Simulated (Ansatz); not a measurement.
# PtS2 (P-3m1) in Ansatz: equation of state

How stiff is PtS2 in PBEsol, and what volume does it want? The cell is scaled to several volumes.

Program: Ansatz 0.2.0. These are calculated values, not measurements. Logs are shortened: lines on timing, memory, paths and dates and some standing lists are left out, and cuts for length are marked.

### Step 1. The structure

The structure is trigonal, space group P-3m1 (No. 164). Conventional cell: a = 3.543 Å, b = 3.543 Å, c = 5.039 Å, α = 90.00°, β = 90.00°, γ = 120.00°. Pt (site symmetry -3m) is surrounded by 6 S at 2.34 Å. S (site symmetry 3m) has 3 Pt at 2.34 Å as nearest neighbours.

### Step 2. Equation of state, PBEsol

Potentials or basis: all-electron LAPW, scalar-relativistic.

No new run: the results of the series are fitted here.

What came out:

| Quantity | Value |
| --- | --- |
| Equilibrium volume | 19.04 Å³/atom |
| Bulk modulus at fixed shape and positions | 139 GPa |
| Pressure derivative of the bulk modulus | 4.7 |

Energy against volume, from the lowest point:
```
volume (Å³/atom)  energy (meV/atom)
          17.165              97.38
          17.531              60.60
          17.896              33.42
          18.261              14.84
          18.626               3.97
          18.992               0.00
          19.357               2.19
```

Caveat: the cell was scaled at fixed shape and fractional positions, which overstates the stiffness of a crystal with free parameters, most of all of layers and chains. The run has no spin-orbit coupling, so splittings on Pt are missing.
